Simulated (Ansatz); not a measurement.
## W under changes of volume

One of the cells (16.822 Å³/atom); the others are scaled copies at fixed shape and fractional positions:

```xyz
4
Lattice="2.8097 0.0000 0.0000 0.0000 4.8639 0.0000 0.0000 0.0000 4.9237" Properties=species:S:1:pos:R:3 pbc="T T T"
W     2.2285    4.5567    3.6928
W     0.5811    2.1247    3.6928
W     0.5811    0.3072    1.2309
W     2.2285    2.7391    1.2309
```

This isn't the form of W at room conditions, which is bcc.

| Quantity | Value |
| --- | --- |
| Program | Ansatz 0.2.0 |
| Functional | r2SCAN |
| Potentials or basis | Ansatz PAW |
| Cutoff | 500 eV (not typed: the program's choice for these potentials) |
| k mesh | 9 × 6 × 6 |
| Occupations | fermi-dirac, width 0.05 eV |
| Spin | no spin polarisation |

```tsv
volume (Å³/atom)	energy over the lowest point (meV/atom)	pressure (GPa)	largest force (eV/Å)
15.812	20.59	11.7	0.255
16.149	3.42	4.8	0.186
16.485	0.00	-1.4	0.146
16.822	8.97	-7.0	0.150
17.158	?	?	?
17.494	59.29	-16.6	0.246
17.831	98.47	-20.6	0.310
```

Task: What does the run at 17.158 Å³/atom give?

Result: Energy over the lowest point 29.11 meV/atom; pressure -12.0 GPa; largest force 0.189 eV/Å.

Worked out: A Birch-Murnaghan fit of order 3 (a polynomial in V^(-2/3)) to the other rows has its minimum at 16.40 Å³/atom with B0 = V·E''(V) = 295 GPa and B' = 4.2 at fixed shape and positions, which overstates the stiffness. It gives 29.13 meV/atom at 17.158 Å³/atom, against the run's 29.11, and -dE/dV = -12.1 GPa, against -12.0.

Energies are extrapolated to zero smearing.

Caveats: the PAW data sets come from PBE, with cores solved anew for the run's functional, which leaves a small shift of forces and pressure.
